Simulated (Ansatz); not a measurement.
## Ir: strain energy, fitted

Ir, Fm-3m, a = 3.871 Å. Ansatz: PBE, PAW, 420 eV, Γ-centred 18×18×14 mesh on 2 atoms, Gaussian smearing 0.10 eV; no spin polarisation. Series: biaxial strain in the a-b plane, c and atoms relaxed; x is the strain in per cent. The axes a, b, c are those of the computed cell (2.737, 2.737, 3.871 Å), along [1 1 0], [-1 1 0], [0 0 1] of the cell named above. y is the free energy over the unstrained cell, V0 = 14.497 Å³/atom.

```tsv
x (%)	y (meV/atom)
-3.0	?
-2.0	24.49
-1.0	5.86
0.0	0.00
1.0	5.72
2.0	21.85
3.0	47.20
```

Q: Fit y = c2 x² + c3 x³ to the other rows, turn c2 into a modulus, and predict the missing energy.

A: Least squares on the rows shown. y = 5.7772 x² − 0.17545 x³. In eV per unit strain² c2 is 57.77; M is the biaxial modulus (E = M V0 ε²): 57.77 × 160.2 / (14.497) = 638 GPa. At x = -3.0 the fit asked for gives 56.73 meV/atom. The run gave 57.06 meV/atom, so the fit is 0.33 meV/atom too low, 0.58 % of the span of the series, against an rms of 0.10 meV/atom on the fitted rows. The row lies outside the fitted range. With a term in x⁴ added, a fit to the same known rows predicts 56.08 meV/atom, further off still.

Spin–orbit coupling is left out, which can shift energies with elements as heavy as these.